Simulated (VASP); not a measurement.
**ZnSe in VASP: one cell, several levels of theory**

ZnSe (zincblende), under -4.0 % strain along z alone is computed at one geometry. Runs: PBE, r2SCAN. The results are then set beside those of Ansatz 0.2.0 for the same cell.

The runs shown are made with VASP 6.6.1. PAW datasets, plane waves. (Simulation; spin polarisation is off.)

## (1) The cell

The cell comes from an earlier relaxation with r2SCAN in another program, then strained, with the atoms relaxed again.

Space group I-4m2 (No. 119), tetragonal; conventional cell a = 4.006 Å, c = 5.438 Å, 21.81 Å³ an atom. Near Zn stand 4 Se at 2.42 Å; near Se stand 4 Zn at 2.42 Å.

The structure in full:

Space group I-4m2 (No. 119). a = 4.006 Å, b = 4.006 Å, c = 5.438 Å, α = 90.00°, β = 90.00°, γ = 90.00°
| atom | site | symmetry | x | y | z |
| --- | --- | --- | --- | --- | --- |
| Zn | 2a | -4m2 | 0.0000 | 0.0000 | 0.0000 |
| Se | 2c | -4m2 | 0.0000 | 0.5000 | 0.2500 |

## (2) PBE

Contents of INCAR:

```
ENCUT = 520.000000
SIGMA = 0.020000
EDIFF = 1.00e-07
GGA = PE
PREC = Accurate
IBRION = -1
ISIF = 2
ISMEAR = -1
NBANDS = 16
NELM = 120
NSW = 0
LASPH = .TRUE.
LCHARG = .FALSE.
LWAVE = .FALSE.
LREAL = .FALSE.
```

Contents of KPOINTS:

```
KPOINTS created by Atomic Simulation Environment
0
Gamma
8 8 8
0 0 0
```

Contents of KPOINTS_OPT:

```
special points
6
Reciprocal
0.0000000000 0.0000000000 0.0000000000 1
-0.5000000000 -0.5000000000 0.0000000000 1
-0.3750000000 -0.3750000000 0.2500000000 1
-0.3750000000 0.0000000000 0.3750000000 1
0.0000000000 0.0000000000 0.5000000000 1
-0.5000000000 -0.2500000000 0.2500000000 1
```

Contents of POSCAR:

```
Zn Se
 1.0000000000000000
     0.0000000000000000    2.8324206844000002    2.7191238570000000
     2.8324206844000002    0.0000000000000000    2.7191238570000000
     2.8324206844000002    2.8324206844000002    0.0000000000000000
 Zn  Se
   1   1
Cartesian
  0.0000000000000000  0.0000000000000000  0.0000000000000000
  1.4162103421999999  1.4162103421999999  1.3595619284999998
```

The run uses the recommended PBE PAW datasets (18 valence electrons a neutral cell).

Launch:

```bash
mpirun -np 1 vasp_std
```

Printed to the terminal (iteration lines stand in OSZICAR):

```text
POSCAR found type information on POSCAR ZnSe
 POSCAR found :  2 types and       2 ions
 LDA part: xc-table for (Slater+PW92), standard interpolation
 POSCAR, INCAR and KPOINTS ok, starting setup
 FFT: planning ... GRIDC
 FFT: planning ... GRID_SOFT
 FFT: planning ... GRID
 WAVECAR not read
 entering main loop
 Start KPOINTS_OPT (optional k-point list driver)
k-point batch [1-6\6]
```

OSZICAR:

```text
N       E                     dE             d eps       ncg     rms          rms(c)
DAV:   1     0.887807347700E+02    0.88781E+02   -0.88616E+03  1888   0.130E+03
DAV:   2    -0.750640103235E+00   -0.89531E+02   -0.83765E+02  2144   0.258E+02
DAV:   3    -0.621670375974E+01   -0.54661E+01   -0.54461E+01  2288   0.619E+01
DAV:   4    -0.625964547490E+01   -0.42942E-01   -0.42938E-01  2384   0.589E+00
DAV:   5    -0.625984190369E+01   -0.19643E-03   -0.19643E-03  2304   0.359E-01    0.514E+00
DAV:   6    -0.599071774845E+01    0.26912E+00   -0.53626E-01  2800   0.246E+01    0.389E+00
DAV:   7    -0.597041009372E+01    0.20308E-01   -0.16066E-01  2144   0.364E+00    0.165E+00
DAV:   8    -0.597009610495E+01    0.31399E-03   -0.46608E-03  2632   0.766E-01    0.468E-01
DAV:   9    -0.597028220577E+01   -0.18610E-03   -0.11614E-03  2232   0.260E-01    0.644E-02
DAV:  10    -0.597039330224E+01   -0.11110E-03   -0.23492E-04  2432   0.117E-01    0.259E-02
DAV:  11    -0.597037869230E+01    0.14610E-04   -0.46090E-05  2272   0.619E-02    0.544E-03
DAV:  12    -0.597037960307E+01   -0.91077E-06   -0.62249E-06  2424   0.152E-02    0.237E-03
DAV:  13    -0.597037993447E+01   -0.33140E-06   -0.38867E-07  2328   0.432E-03    0.136E-03
DAV:  14    -0.597037988201E+01    0.52465E-07   -0.22869E-08  1976   0.186E-03
   1 F= -.59703799E+01 E0= -.59703799E+01  d E =-.127249E-10
       N       E                     dE             ncg
DAV:   1     0.180641137281E+04   -0.31662E+04      192
DAV:   2     0.127750979065E+04   -0.52890E+03      224
DAV:   3     0.124762796259E+04   -0.29882E+02      256
DAV:   4     0.124742912044E+04   -0.19884E+00      240
DAV:   5     0.124742825988E+04   -0.86056E-03      256
DAV:   6     0.124742825261E+04   -0.72687E-05      224
DAV:   7     0.124742825254E+04   -0.76930E-07      256
```

The lines after F= are the extra pass for the points of KPOINTS_OPT, at fixed density; their E is not a total energy.

From OUTCAR:

```text
k-points           NKPTS =     59   k-points in BZ     NKDIM =     59   number of bands    NBANDS=     16

   NELECT =      18.0000    total number of electrons

   dimension x,y,z NGX =    30 NGY =   30 NGZ =   30
   dimension x,y,z NGXF=    60 NGYF=   60 NGZF=   60

  energy-cutoff  :      520.00
  volume of cell :       43.63
      direct lattice vectors                 reciprocal lattice vectors
     0.000000000  2.832420684  2.719123857    -0.176527450  0.176527450  0.183882760
     2.832420684  0.000000000  2.719123857     0.176527450 -0.176527450  0.183882760
     2.832420684  2.832420684  0.000000000     0.176527450  0.176527450 -0.183882760

 k-points in reciprocal lattice and weights: KPOINTS created by Atomic Simulation Env
   0.00000000  0.00000000  0.00000000       0.002
   0.12500000  0.00000000  0.00000000       0.016
   0.25000000  0.00000000  0.00000000       0.016
   0.37500000  0.00000000  0.00000000       0.016
   0.50000000  0.00000000  0.00000000       0.008
   0.12500000  0.12500000  0.00000000       0.004
   0.25000000  0.12500000  0.00000000       0.016
   0.37500000  0.12500000  0.00000000       0.016
[... 51 more k-points ...]

 E-fermi :   2.4501

 k-point     1 :       0.0000    0.0000    0.0000
  band No.  band energies     occupation
      1     -11.5519      2.00000
      2      -4.7283      2.00000
      3      -4.7283      2.00000
      4      -4.7100      2.00000
      5      -4.3195      2.00000
      6      -4.3105      2.00000
      7       1.9358      2.00000
      8       1.9358      2.00000
      9       2.0779      2.00000
     10       3.4421      0.00000
     11       7.7719      0.00000
     12       7.7841      0.00000
     13       7.7841      0.00000
     14      12.0751      0.00000
     15      13.1621      0.00000
     16      13.8435      0.00000

 k-point     2 :       0.1250    0.0000    0.0000
  band No.  band energies     occupation
      1     -11.4427      2.00000
      2      -4.7215      2.00000
      3      -4.7117      2.00000
      4      -4.6948      2.00000
      5      -4.3200      2.00000
      6      -4.3131      2.00000
      7       0.6354      2.00000
      8       1.7587      2.00000
      9       1.8813      2.00000
     10       4.4174      0.00000
     11       7.7218      0.00000
     12       8.0378      0.00000
     13       8.0835      0.00000
     14      12.4532      0.00000
     15      12.7892      0.00000
     16      13.0772      0.00000

 k-point     3 :       0.2500    0.0000    0.0000
  band No.  band energies     occupation
      1     -11.1577      2.00000
      2      -4.6759      2.00000
      3      -4.6750      2.00000
      4      -4.6515      2.00000
      5      -4.3151      2.00000
      6      -4.3144      2.00000
      7      -1.1719      2.00000
      8       1.3835      2.00000
      9       1.5589      2.00000
     10       4.8352      0.00000
     11       8.3526      0.00000
     12       8.4016      0.00000
     13       8.7928      0.00000
     14      12.3967      0.00000
     15      12.4113      0.00000
     16      12.9760      0.00000

 k-point     4 :       0.3750    0.0000    0.0000
  band No.  band energies     occupation
      1     -10.8349      2.00000
      2      -4.6485      2.00000
      3      -4.6257      2.00000
      4      -4.4685      2.00000
      5      -4.3053      2.00000
      6      -4.2988      2.00000
      7      -2.6938      2.00000
      8       1.0587      2.00000
      9       1.2804      2.00000
     10       4.6742      0.00000
     11       8.2824      0.00000
     12       8.5936      0.00000
     13      10.1955      0.00000
     14      12.5024      0.00000
     15      13.6362      0.00000
     16      13.7372      0.00000

 k-point     5 :       0.5000    0.0000    0.0000
  band No.  band energies     occupation
      1     -10.6869      2.00000
      2      -4.6402      2.00000
      3      -4.6142      2.00000
      4      -4.3030      2.00000
      5      -4.2881      2.00000
      6      -4.1418      2.00000
      7      -3.5151      2.00000
      8       0.9346      2.00000
      9       1.1741      2.00000
     10       4.5794      0.00000
     11       8.1896      0.00000
     12       8.5533      0.00000
     13      10.6848      0.00000
     14      13.1439      0.00000
     15      15.0535      0.00000
     16      15.4602      0.00000

[... the tables of k-points 6 to 59 left out ...]

  Total        1.3639472      1.3639472      1.6877242      0.0000000      0.0000000      0.0000000
  in kB       50.0879952     50.0879952     61.9779987      0.0000000      0.0000000      0.0000000
  external PRESSURE =      54.0513297 kB  Pullay stress =       0.0000000 kB

 POSITION                                       TOTAL-FORCE (eV/Angst)
 -----------------------------------------------------------------------------------
      0.00000      0.00000      0.00000         0.000000      0.000000     -0.000000
      1.41621      1.41621      1.35956         0.000000      0.000000      0.000000
 -----------------------------------------------------------------------------------
    total drift:                                0.000001      0.000001     -0.000001

  FREE ENERGIE OF THE ION-ELECTRON SYSTEM (eV)
  ---------------------------------------------------
  free  energy   TOTEN  =        -5.9703798820 eV

  energy  without entropy=       -5.9703798820  energy(sigma->0) =       -5.97037988
```

Hardware: 1 MPI rank of Intel Xeon Platinum 8488C, shared host.

The levels at the points of KPOINTS_OPT are read from vasprun.xml.

Levels at the named points, in eV from the top of band v (v: the last filled band by count, c: the next):

```
point    v−1      v     c   c+1
    Γ  -0.14   0.00  1.36  5.69
    X  -2.58  -2.58  2.67  3.10
    U  -3.37  -2.16  3.26  5.36
    K  -3.39  -1.94  3.55  5.72
    L  -1.14  -0.90  2.50  6.11
    W  -3.04  -2.94  5.28  5.52
```

Gap with PBE: 1.36 eV, direct (Γ). Pressure: 5.41 GPa; the forces vanish within 0.01 eV/Å.

## (3) r2SCAN

Contents of INCAR:

```
ENCUT = 520.000000
SIGMA = 0.010000
EDIFF = 1.00e-07
ALGO = Normal
METAGGA = R2SCAN
PREC = Accurate
IBRION = -1
ISIF = 2
ISMEAR = 0
NBANDS = 16
NELM = 120
NSW = 0
LASPH = .TRUE.
LCHARG = .FALSE.
LWAVE = .FALSE.
LREAL = .FALSE.
```

KPOINTS is that of step 2.

KPOINTS_OPT is that of step 2.

POSCAR is that of step 2.

Launch:

```bash
mpirun -np 1 vasp_std
```

Standard output, without the iteration lines:

```text
POSCAR found type information on POSCAR ZnSe
 POSCAR found :  2 types and       2 ions
 -----------------------------------------------------------------------------
|                                                                             |
|                                                                             |
|     You enforced a specific xc type in the INCAR file but a different       |
|     I HOPE YOU KNOW WHAT YOU ARE DOING!                                     |
|                                                                             |
 -----------------------------------------------------------------------------

 LDA part: xc-table for (None), standard interpolation
 POSCAR, INCAR and KPOINTS ok, starting setup
 FFT: planning ... GRIDC
 FFT: planning ... GRID_SOFT
 FFT: planning ... GRID
 WAVECAR not read
 entering main loop
 Start KPOINTS_OPT (optional k-point list driver)
k-point batch [1-6\6]
```

OSZICAR:

```text
N       E                     dE             d eps       ncg     rms          rms(c)
DAV:   1     0.694685607934E+02    0.69469E+02   -0.90409E+03  1888   0.132E+03
DAV:   2    -0.219214508580E+02   -0.91390E+02   -0.85607E+02  2128   0.265E+02
DAV:   3    -0.276025146828E+02   -0.56811E+01   -0.56609E+01  2280   0.645E+01
DAV:   4    -0.276451514470E+02   -0.42637E-01   -0.42633E-01  2352   0.602E+00
DAV:   5    -0.276453237533E+02   -0.17231E-03   -0.17231E-03  2312   0.341E-01    0.543E+00
DAV:   6    -0.249034771679E+02    0.27418E+01   -0.13203E+00  2032   0.329E+01    0.495E+00
DAV:   7    -0.248728623618E+02    0.30615E-01   -0.30959E-01  2376   0.899E+00    0.235E+00
DAV:   8    -0.248856319586E+02   -0.12770E-01   -0.35049E-02  2376   0.172E+00    0.547E-01
DAV:   9    -0.248871396122E+02   -0.15077E-02   -0.43501E-03  2496   0.156E+00    0.917E-02
DAV:  10    -0.248872547399E+02   -0.11513E-03   -0.95884E-04  2312   0.402E-01    0.564E-02
DAV:  11    -0.248872374728E+02    0.17267E-04   -0.43041E-04  2536   0.501E-01    0.477E-02
DAV:  12    -0.248872202091E+02    0.17264E-04   -0.14577E-04  2312   0.311E-01    0.756E-03
DAV:  13    -0.248872261536E+02   -0.59444E-05   -0.12989E-05  2488   0.658E-02    0.531E-03
DAV:  14    -0.248872248652E+02    0.12884E-05   -0.34153E-06  2360   0.362E-02    0.124E-03
DAV:  15    -0.248872257687E+02   -0.90357E-06   -0.14525E-07  1464   0.842E-03    0.244E-04
DAV:  16    -0.248872256081E+02    0.16061E-06   -0.43742E-08  1088   0.224E-03    0.415E-04
DAV:  17    -0.248872257023E+02   -0.94145E-07   -0.63894E-09  1032   0.129E-03
   1 F= -.24887226E+02 E0= -.24887226E+02  d E =-.900703E-54
       N       E                     dE             ncg
DAV:   1     0.177837496537E+04   -0.31942E+04      192
DAV:   2     0.123136468208E+04   -0.54701E+03      224
DAV:   3     0.120011392811E+04   -0.31251E+02      256
DAV:   4     0.119990967947E+04   -0.20425E+00      232
DAV:   5     0.119990884702E+04   -0.83245E-03      256
DAV:   6     0.119990884023E+04   -0.67852E-05      224
DAV:   7     0.119990884016E+04   -0.72025E-07      256
```

Parts of OUTCAR:

```text
k-points           NKPTS =     59   k-points in BZ     NKDIM =     59   number of bands    NBANDS=     16

   NELECT =      18.0000    total number of electrons

   dimension x,y,z NGX =    30 NGY =   30 NGZ =   30
   dimension x,y,z NGXF=    60 NGYF=   60 NGZF=   60

  energy-cutoff  :      520.00
  volume of cell :       43.63
      direct lattice vectors                 reciprocal lattice vectors
     0.000000000  2.832420684  2.719123857    -0.176527450  0.176527450  0.183882760
     2.832420684  0.000000000  2.719123857     0.176527450 -0.176527450  0.183882760
     2.832420684  2.832420684  0.000000000     0.176527450  0.176527450 -0.183882760

 k-points in reciprocal lattice and weights: KPOINTS created by Atomic Simulation Env
   0.00000000  0.00000000  0.00000000       0.002
   0.12500000  0.00000000  0.00000000       0.016
   0.25000000  0.00000000  0.00000000       0.016
   0.37500000  0.00000000  0.00000000       0.016
   0.50000000  0.00000000  0.00000000       0.008
   0.12500000  0.12500000  0.00000000       0.004
   0.25000000  0.12500000  0.00000000       0.016
   0.37500000  0.12500000  0.00000000       0.016
[... 51 more k-points ...]

 E-fermi :   1.8743

 k-point     1 :       0.0000    0.0000    0.0000
  band No.  band energies     occupation
      1     -12.3291      2.00000
      2      -5.1870      2.00000
      3      -5.1870      2.00000
      4      -5.1689      2.00000
      5      -4.7370      2.00000
      6      -4.7292      2.00000
      7       1.6216      2.00000
      8       1.6216      2.00000
      9       1.7680      2.00000
     10       3.7201      0.00000
     11       7.9682      0.00000
     12       7.9871      0.00000
     13       7.9873      0.00000
     14      12.4519      0.00000
     15      13.4077      0.00000
     16      14.0993      0.00000

 k-point     2 :       0.1250    0.0000    0.0000
  band No.  band energies     occupation
      1     -12.2163      2.00000
      2      -5.1783      2.00000
      3      -5.1695      2.00000
      4      -5.1522      2.00000
      5      -4.7375      2.00000
      6      -4.7317      2.00000
      7       0.3833      2.00000
      8       1.4431      2.00000
      9       1.5695      2.00000
     10       4.6352      0.00000
     11       7.9119      0.00000
     12       8.2469      0.00000
     13       8.2914      0.00000
     14      12.6941      0.00000
     15      13.0790      0.00000
     16      13.4384      0.00000

 k-point     3 :       0.2500    0.0000    0.0000
  band No.  band energies     occupation
      1     -11.9220      2.00000
      2      -5.1312      2.00000
      3      -5.1271      2.00000
      4      -5.1038      2.00000
      5      -4.7331      2.00000
      6      -4.7326      2.00000
      7      -1.4764      2.00000
      8       1.0619      2.00000
      9       1.2422      2.00000
     10       5.0581      0.00000
     11       8.5559      0.00000
     12       8.6098      0.00000
     13       9.0168      0.00000
     14      12.6555      0.00000
     15      12.6695      0.00000
     16      13.2864      0.00000

 k-point     4 :       0.3750    0.0000    0.0000
  band No.  band energies     occupation
      1     -11.5890      2.00000
      2      -5.1007      2.00000
      3      -5.0774      2.00000
      4      -4.9048      2.00000
      5      -4.7246      2.00000
      6      -4.7169      2.00000
      7      -3.0571      2.00000
      8       0.7295      2.00000
      9       0.9573      2.00000
     10       4.8824      0.00000
     11       8.4588      0.00000
     12       8.7852      0.00000
     13      10.4275      0.00000
     14      12.8512      0.00000
     15      13.9625      0.00000
     16      14.0774      0.00000

 k-point     5 :       0.5000    0.0000    0.0000
  band No.  band energies     occupation
      1     -11.4365      2.00000
      2      -5.0908      2.00000
      3      -5.0642      2.00000
      4      -4.7227      2.00000
      5      -4.7065      2.00000
      6      -4.5623      2.00000
      7      -3.9115      2.00000
      8       0.6020      2.00000
      9       0.8482      2.00000
     10       4.7814      0.00000
     11       8.3543      0.00000
     12       8.7336      0.00000
     13      10.8814      0.00000
     14      13.5891      0.00000
     15      15.4388      0.00000
     16      15.8738      0.00000

[... the tables of k-points 6 to 59 left out ...]

  Total        0.6946230      0.6946230      1.0578667      0.0000000      0.0000000      0.0000000
  in kB       25.5085182     25.5085182     38.8478545      0.0000000      0.0000000      0.0000000
  external PRESSURE =      29.9549636 kB  Pullay stress =       0.0000000 kB

 POSITION                                       TOTAL-FORCE (eV/Angst)
 -----------------------------------------------------------------------------------
      0.00000      0.00000      0.00000         0.000000      0.000000      0.000000
      1.41621      1.41621      1.35956        -0.000000     -0.000000      0.000000
 -----------------------------------------------------------------------------------
    total drift:                                0.000019      0.000019      0.000040

  FREE ENERGIE OF THE ION-ELECTRON SYSTEM (eV)
  ---------------------------------------------------
  free  energy   TOTEN  =       -24.8872257023 eV

  energy  without entropy=      -24.8872257023  energy(sigma->0) =      -24.88722570
```

Hardware: 1 MPI rank of Intel Xeon Platinum 8488C, shared host.

The levels at the points of KPOINTS_OPT are read from vasprun.xml.

Levels at the named points, in eV from the top of band v (v: the last filled band by count, c: the next):

```
point    v−1      v     c   c+1
    Γ  -0.15   0.00  1.95  6.20
    X  -2.64  -2.64  3.01  3.50
    U  -3.43  -2.21  3.65  5.80
    K  -3.46  -1.97  3.96  6.19
    L  -1.17  -0.92  3.01  6.59
    W  -3.10  -2.99  5.63  6.04
```

r2SCAN gives a direct gap of 1.95 eV at Γ. Pressure: 3.00 GPa; the forces vanish within 0.01 eV/Å.

## (4) Summary

| level | gap (eV) | pressure (GPa) | Ansatz: gap (eV) | Ansatz: pressure (GPa) |
| --- | --- | --- | --- | --- |
| PBE | 1.36 | 5.41 | 1.36 | 5.13 |
| r2SCAN | 1.95 | 3.00 | 1.94 | 2.90 |

**Reading.** The gap runs from 1.36 eV (PBE) to 1.95 eV (r2SCAN). At this one volume the pressure spans 3.0 GPa (r2SCAN) to 5.4 GPa (PBE): PBE wants the largest cell and r2SCAN the smallest. The two programs agree on the gap within 0.02 eV, far less than the spread between functionals. The two codes have different PAW datasets and cutoffs. VASP's cell holds 18 valence electrons and Ansatz's 28.
